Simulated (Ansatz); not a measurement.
Runs of Ansatz 0.2.0 on SnSe2. The structure is trigonal, space group P-3m1 (No. 164). The conventional cell has a = 3.811 Å, b = 3.811 Å, c = 6.136 Å, α = 90.00°, β = 90.00°, γ = 120.00°. Sn (site symmetry -3m) has 6 Se at 2.68 Å as nearest neighbours. Se (site symmetry 3m) is surrounded by 3 Sn at 2.68 Å. 

```tsv
cell	target pressure (GPa)	gap on the mesh (eV)	pressure (GPa)
relaxed to 10 GPa	10	none	10.0
relaxed to 2 GPa	2	(a)	2.0
relaxed	0	0.61	0.0
relaxed to 5 GPa	5	none	5.0
relaxed to 30 GPa	30	none	30.0
relaxed to 20 GPa	20	none	20.0
```

Alike in all rows: task relaxation of cell and atoms; level PBEsol; potentials or basis Ansatz PAW; no spin polarisation; k mesh 8 × 8 × 5; cutoff (eV) 420; smearing fermi-dirac 0.05 eV.

**Question.** Fill in the values left out.

**Answer.** (a) 0.28.

Caveats: the plane-wave basis is chosen anew once the cell has moved, so the energies of steps on either side of that aren't comparable; this functional lacks dispersion, which binds the layers, so the pressure and a relaxed spacing across them are unreliable; the PAW data sets come from PBE, with cores solved anew for the run's functional, which leaves a small shift of forces and pressure; odd divisions of the mesh miss points on the zone boundary, where band edges often lie, so the gap on the mesh can be too wide (some runs); spin-orbit coupling is left out, which moves the levels of the heavy elements (some runs).

A k mesh can miss the band edges, and the runs leave out spin-orbit coupling on Se, Sn.

A gap of «none» marks a metal or a gap under the smearing width.
